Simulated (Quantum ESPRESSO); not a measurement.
## CsSnBr3 under changes of volume

One of the cells (39.815 Å³/atom); the others are scaled copies at fixed shape and fractional positions:

```xyz
5
Lattice="5.8390 0.0000 0.0000 0.0000 5.8390 0.0000 0.0000 0.0000 5.8390" Properties=species:S:1:pos:R:3 pbc="T T T"
Cs    0.0000    0.0000    0.0000
Sn    2.9195    2.9195    2.9195
Br    0.0000    2.9195    2.9195
Br    2.9195    2.9195    0.0000
Br    2.9195    0.0000    2.9195
```

The cell is a database's computed one.

- Program: Quantum ESPRESSO 7.5
- Functional: LDA
- Potentials or basis: GBRV 1.5 LDA
- Cutoff: 925 eV
- Density cutoff: 7401 eV
- k mesh: 5 × 5 × 5
- Occupations: fermi-dirac, width 0.05 eV
- Spin: no spin polarisation

```tsv
volume (Å³/atom)	energy over the lowest point (meV/atom)	pressure (GPa)	gap on the mesh (eV)
37.426	0.00	-0.9	1.74
38.222	5.31	-1.3	1.77
39.019	12.66	-1.7	1.81
39.815	21.87	-2.1	1.84
40.611	32.68	-2.4	1.87
41.408	?	?	?
42.204	58.42	-2.9	1.93
```

Q: What does the run at 41.408 Å³/atom give?

A: Energy over the lowest point 44.92 meV/atom; pressure -2.6 GPa; gap on the mesh 1.90 eV.

Worked out: A Birch-Murnaghan fit of order 3 (a polynomial in V^(-2/3)) to the other rows has no minimum within the range. It gives 44.93 meV/atom at 41.408 Å³/atom, against the run's 44.92, and -dE/dV = -2.6 GPa, against -2.6. A straight line through the other rows of the gap, of slope 1.59 eV per unit of ln V (its deformation potential), gives 1.90 eV, against the run's 1.90.

Energies are extrapolated to zero smearing.

Caveats: spin-orbit coupling is left out, which moves the levels of the heavy elements; an odd mesh through Γ misses points on the zone boundary, where band edges often lie.
